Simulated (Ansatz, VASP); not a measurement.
# CdF2 in VASP and in Ansatz

```xyz
3
Lattice="0.0000 2.6576 2.6576 2.6576 0.0000 2.6576 2.6576 2.6576 0.0000" Properties=species:S:1:pos:R:3 pbc="T T T"
Cd    0.0000    0.0000    0.0000
F     3.9864    3.9864    3.9864
F     1.3288    1.3288    1.3288
```

Change from the starting cell: volume scaled by 0.96.

Alike in both runs: task single point; functional PBE; k mesh 9 × 9 × 9; occupations fermi-dirac, width 0.05 eV; no spin polarisation.

|  | VASP | Ansatz |
| --- | --- | --- |
| version | VASP 6.6.1 | Ansatz 0.2.0 |
| potentials or method | VASP PAW PBE potentials, release 64 (Cd, F) | Ansatz PAW |
| plane-wave cutoff (eV) | 520 | 420 |
| valence electrons in the cell | 26 | 34 |

```tsv
	VASP	Ansatz	Ansatz less VASP
gap on the k mesh at the Fermi level (eV)	3.24	3.28	+0.036
least direct gap on the mesh (eV)	3.66	3.69	+0.034
pressure (GPa)	11.7	10.8	-0.96
```

The functional is the same, so the differences come from potentials, cutoffs and numerics. The two sets of potentials don't hold the same shells in valence.

Caveats: an odd mesh through Γ misses points on the zone boundary, where band edges often lie (VASP); odd divisions of the mesh miss points on the zone boundary, where band edges often lie, so the gap on the mesh can be too wide (Ansatz); the pressure holds a Pulay correction of +0.7 GPa for the finite cutoff (Ansatz).
